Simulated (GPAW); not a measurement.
The system is GaN.

```
Ga N
1.0
     3.18000    0.00000    0.00000
    -1.59000    2.75396    0.00000
     0.00000    0.00000    5.16600
Ga N
2 2
Direct
  0.66667 0.33333 0.50000
  0.33333 0.66667 0.00000
  0.66667 0.33333 0.87500
  0.33333 0.66667 0.37500
```

| Quantity | Value |
| --- | --- |
| Program | GPAW 26.7.0 |
| Task | relaxation of cell and atoms |
| Functional | PBEsol |
| Dispersion | D3 |
| Potentials or basis | PAW data sets generated in the run's folder for this functional |
| Cutoff | 800 eV |
| Basis | pw |
| k mesh | 7 × 7 × 4 |
| Occupations | fermi-dirac, width 0.05 eV |
| Spin | no spin polarisation |

At the start: pressure 6.8 GPa; volume 11.31 Å³/atom.

Task: Where does the relaxation end?

Result: Over 6 steps the energy falls by 9.1 meV/atom and the volume is 11.66 Å³/atom (+3.1 %); space group P6_3mc (No. 186, to 0.05 Å).

The path:
| step | energy change (eV) | largest force (eV/Å) | pressure (GPa) | volume (Å³) |
| --- | --- | --- | --- | --- |
| 1 | 0.0000 | 0.1575 | 6.83 | 45.24 |
| 2 | -0.0114 | 0.0719 | 5.60 | 45.48 |
| 3 | -0.0338 | 0.1081 | 1.09 | 46.41 |
| 4 | -0.0355 | 0.0803 | 0.34 | 46.57 |
| 5 | -0.0363 | 0.0227 | -0.08 | 46.66 |
| 6 | -0.0363 | 0.0043 | -0.04 | 46.65 |

Final structure:
```xyz
4
Lattice="3.2104 0.0000 0.0000 -1.6052 2.7803 0.0000 0.0000 0.0000 5.2269" Properties=species:S:1:pos:R:3 pbc="T T T"
Ga    1.6052    0.9268    2.6094
Ga    0.0000    1.8535   -0.0040
N     1.6052    0.9268    4.5775
N     0.0000    1.8535    1.9641
```

Caveat: the data sets keep Ga 3d, Li 1s and Be 1s frozen, and some such compounds lay over 1.5 % in volume off other programs; later steps reuse the first step's grids.
